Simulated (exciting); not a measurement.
# Sn (I4_1/amd) in exciting: a series of runs, part 2 of 2

exciting (release sodium). The steps go on from the part before.

## 4. Band structure, PBEsol

input.xml reads:

```xml
<input>
  <title>Sn</title>
  <structure speciespath="./" tshift="false">
    <crystal scale="1">
      <basevect>-5.556060228450 5.556060228450 3.022242749590</basevect>
      <basevect>5.556060228450 -5.556060228450 3.022242749590</basevect>
      <basevect>5.556060228450 5.556060228450 -3.022242749590</basevect>
    </crystal>
    <species speciesfile="Sn.xml" rmt="2.3">
      <atom coord="0.000000000000 0.000000000000 0.000000000000"/>
      <atom coord="0.750000000000 0.250000000000 0.500000000000"/>
    </species>
  </structure>
  <groundstate do="fromscratch" ngridk="9 9 9" rgkmax="9" gmaxvr="14" lmaxapw="10" lmaxmat="10" lmaxvr="8" xctype="GGA_PBE_SOL" stype="Fermi Dirac" swidth="0.00183747" nempty="10" ValenceRelativity="iora*" epsengy="1e-05" epspot="1e-05" maxscl="60" outputlevel="normal"/>
  <properties>
    <bandstructure>
      <plot1d>
        <path steps="80">
          <point coord="0 0 0" label="G"/>
          <point coord="0 0 0.5" label="X"/>
          <point coord="-0.5 0.5 0.5" label="M"/>
          <point coord="0 0 0" label="G"/>
          <point coord="0.3239715651 0.3239715651 -0.3239715651" label="Z"/>
          <point coord="0.25 0.25 0.25" label="P"/>
          <point coord="0 0.5 0" label="N"/>
          <point coord="-0.3239715651 0.6760284349 0.3239715651" label="Z1"/>
          <point coord="-0.5 0.5 0.5" label="M" breakafter="true"/>
          <point coord="0 0 0.5" label="X"/>
          <point coord="0.25 0.25 0.25" label="P"/>
        </path>
      </plot1d>
    </bandstructure>
  </properties>
</input>
```

Potentials or basis: all-electron LAPW+lo, shipped species files, valence relativity iora*.

Launch:

```
OMP_NUM_THREADS=1 exciting_smp
```

INFO.OUT:

```text
================================================================================
EXCITING SODIUM started
[... 10 lines left out ...]

 Lattice vectors (cartesian) :
     -5.5560602284      5.5560602284      3.0222427496
      5.5560602284     -5.5560602284      3.0222427496
      5.5560602284      5.5560602284     -3.0222427496

 Reciprocal lattice vectors (cartesian) :
     -0.0000000000      0.5654353129      1.0394905088
      0.5654353129     -0.0000000000      1.0394905088
      0.5654353129      0.5654353129     -0.0000000000

 Unit cell volume                           :     373.1841805393
 Brillouin zone volume                      :       0.6646857675

 Species :    1 (Sn)
     parameters loaded from                 :    Sn.xml
     name                                   :    tin
     nuclear charge                         :     -50.00000000
     electronic charge                      :      50.00000000
     atomic mass                            :  216395.09200000
     muffin-tin radius                      :       2.30000000
[... 43 lines left out ...]
 Exchange-correlation type                  :      22
     PBEsol, Phys. Rev. Lett. 100, 136406 (2008)
     Generalised gradient approximation (GGA)

 Smearing scheme                            :    Fermi-Dirac
 Smearing width                             :       0.00183747

 Using multisecant Broyden potential mixing
[... 16 lines left out ...]
+ SCF iteration number :    1                                                  +
++++++++++++++++++++++++++++++++++++++++++++++++++++++++++++++++++++++++++++++++
 Total energy                               :    -12347.38307210
 _______________________________________________________________
 Fermi energy                               :         0.25197800
 Kinetic energy                             :     13006.74960000
 Coulomb energy                             :    -25029.07249564
 Exchange energy                            :      -318.96005571
 Correlation energy                         :        -6.10012075
[... 402 lines left out ...]
 RMS change in effective potential (target) :  0.421096E-09  ( 0.100000E-04)
 Absolute change in total energy   (target) :  0.252974E-05  ( 0.100000E-04)
 Charge distance                   (target) :  0.803584E-09  ( 0.100000E-04)

++++++++++++++++++++++++++++++++++++++++++++++++++++++++++++++++++++++++++++++++
| Convergency criteria checked for the last 2 iterations                       +
| Convergence targets achieved. Performing final SCF iteration                 +
++++++++++++++++++++++++++++++++++++++++++++++++++++++++++++++++++++++++++++++++
 Total energy                               :    -12352.69867613
 _______________________________________________________________
 Fermi energy                               :         0.24359189
 Kinetic energy                             :     13003.17721062
 Coulomb energy                             :    -25030.71979966
 Exchange energy                            :      -319.05492882
 Correlation energy                         :        -6.10115827

 DOS at Fermi energy (states/Ha/cell)       :        25.28776375

 Electron charges :
     core                                   :        60.00000000
     core leakage                           :         0.00079426
     valence                                :        40.00000000
     interstitial                           :         5.27375920
     charge in muffin-tin spheres :
                  atom     1    Sn          :        47.36312040
                  atom     2    Sn          :        47.36312040
     total charge in muffin-tins            :        94.72624080
     total charge                           :       100.00000000

++++++++++++++++++++++++++++++++++++++++++++++++++++++++++++++++++++++++++++++++
[... 9 lines left out ...]
| EXCITING SODIUM stopped                                                      =
================================================================================
```

Wall time 3.8 min (1 thread of Arm Neoverse V2, shared host); peak memory 0.15 GiB.

What came out:

| Quantity | Value |
| --- | --- |
| Free energy | -336134.0623 eV |
| Band gap on the k mesh | none (metal or under the smearing width) |
| All electrons inside the program's atomic spheres | Sn 47.36 (radii Sn 2.3 bohr) |

Levels at the corners of the path, in eV from the Fermi level:
| point | band 17 | band 18 | band 19 | band 20 | band 21 | band 22 | band 23 | band 24 |
| --- | --- | --- | --- | --- | --- | --- | --- | --- |
| Γ | -11.01 | -3.73 | -1.94 | -1.94 | 2.98 | 6.10 | 6.10 | 6.72 |
| X | -8.81 | -8.81 | 0.59 | 0.59 | 1.51 | 1.51 | 5.94 | 5.94 |
| M | -7.53 | -7.53 | -4.71 | -4.71 | 4.99 | 4.99 | 9.16 | 9.16 |
| Γ | -11.01 | -3.73 | -1.94 | -1.94 | 2.98 | 6.10 | 6.10 | 6.72 |
| Z | -6.49 | -5.57 | -2.99 | -2.85 | -2.85 | 2.96 | 5.50 | 5.50 |
| P | -5.96 | -5.96 | -3.46 | -3.46 | 3.52 | 3.52 | 3.85 | 3.85 |
| N | -6.89 | -5.35 | -2.35 | -1.67 | -1.11 | 2.25 | 2.79 | 4.58 |
| Z1 | -6.49 | -5.57 | -2.99 | -2.85 | -2.85 | 2.96 | 5.50 | 5.50 |
| M | -7.53 | -7.53 | -4.71 | -4.71 | 4.99 | 4.99 | 9.16 | 9.16 |
| X | -8.81 | -8.81 | 0.59 | 0.59 | 1.51 | 1.51 | 5.94 | 5.94 |
| P | -5.96 | -5.96 | -3.46 | -3.46 | 3.52 | 3.52 | 3.85 | 3.85 |

Caveat: the log's total energy holds no entropy term; the free energy is that total less TS from the occupations; spin-orbit coupling is left out, which moves the levels of the heavy elements.

## 5. Summary

| level | gap on the mesh (eV) |
| --- | --- |
| PBE | none |
| LDA | none |
| PBEsol | none |

Alike in all rows: task band structure; potentials or basis all-electron LAPW+lo, shipped species files, valence relativity iora*; no spin polarisation; cell as given; k mesh 9 × 9 × 9; smearing fermi-dirac 0.05 eV; rgkmax 9.

Every run on the cell as given and a fine mesh finds a metal.

Caveats: the free energy is that total less TS from the occupations; spin-orbit coupling is left out, which moves the levels of the heavy elements.

Compare energies only between runs with the same functional and basis.
